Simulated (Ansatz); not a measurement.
ZrO2:
```yaml
crystal:
  lattice:
    - [5.18927, 0.00000, 0.00000]
    - [0.00000, 5.24175, 0.00000]
    - [-0.90378, 0.00000, 5.30262]
  atoms:
    - { symbol: Zr, position: [0.72429, 0.95615, 0.78985] }
    - { symbol: Zr, position: [0.27571, 0.04385, 0.21015] }
    - { symbol: Zr, position: [0.27571, 0.45615, 0.71015] }
    - { symbol: Zr, position: [0.72429, 0.54385, 0.28985] }
    - { symbol: O, position: [0.06488, 0.17384, 0.85019] }
    - { symbol: O, position: [0.93512, 0.82616, 0.14981] }
    - { symbol: O, position: [0.93512, 0.67384, 0.64981] }
    - { symbol: O, position: [0.06488, 0.32616, 0.35019] }
    - { symbol: O, position: [0.54892, 0.25674, 0.02471] }
    - { symbol: O, position: [0.45108, 0.74326, 0.97529] }
    - { symbol: O, position: [0.45108, 0.75674, 0.47529] }
    - { symbol: O, position: [0.54892, 0.24326, 0.52471] }
```

Relaxed with PBE. Special points in fractions of this cell's reciprocal vectors: Γ (0.000, 0.000, 0.000); Z (0.000, 0.500, 0.000); D (0.000, 0.500, 0.500); B (0.000, 0.000, 0.500); A (-0.500, 0.000, 0.500); E (-0.500, 0.500, 0.500); C2 (-0.500, 0.500, 0.000); Y2 (-0.500, 0.000, 0.000).

Q: List the band energies nearest the valence-band maximum at these points for the program Ansatz at the PBE level (PAW).

A: In eV from the valence-band maximum; about four levels below and three above (degenerate sets whole), none deeper than 8.9 eV; points with the same levels are listed once.

```
k                     below                above
--  -----------------------  -------------------
Γ    -0.56 -0.55 -0.19 0.00       4.06 4.28 4.61
Z   -0.79 -0.79 -0.39 -0.39  4.47 4.47 4.87 4.87
D   -0.86 -0.86 -0.65 -0.65  4.34 4.34 4.49 4.49
B   -0.72 -0.72 -0.46 -0.46  4.25 4.25 4.47 4.47
A   -0.88 -0.88 -0.49 -0.49  3.82 3.82 4.87 4.87
E   -0.96 -0.96 -0.67 -0.67  4.02 4.02 4.57 4.57
C2  -0.88 -0.88 -0.55 -0.55  4.24 4.24 4.55 4.55
Y2  -0.72 -0.53 -0.42 -0.07       3.66 4.49 4.50
```

Space group P2_1/c. The PBE relaxation kept the symmetry of its start. No spin polarisation was allowed. Scalar-relativistic: spin–orbit coupling is off unless named, which matters more the heavier the elements.

Potentials: the earlier of the program's two PAW sets.
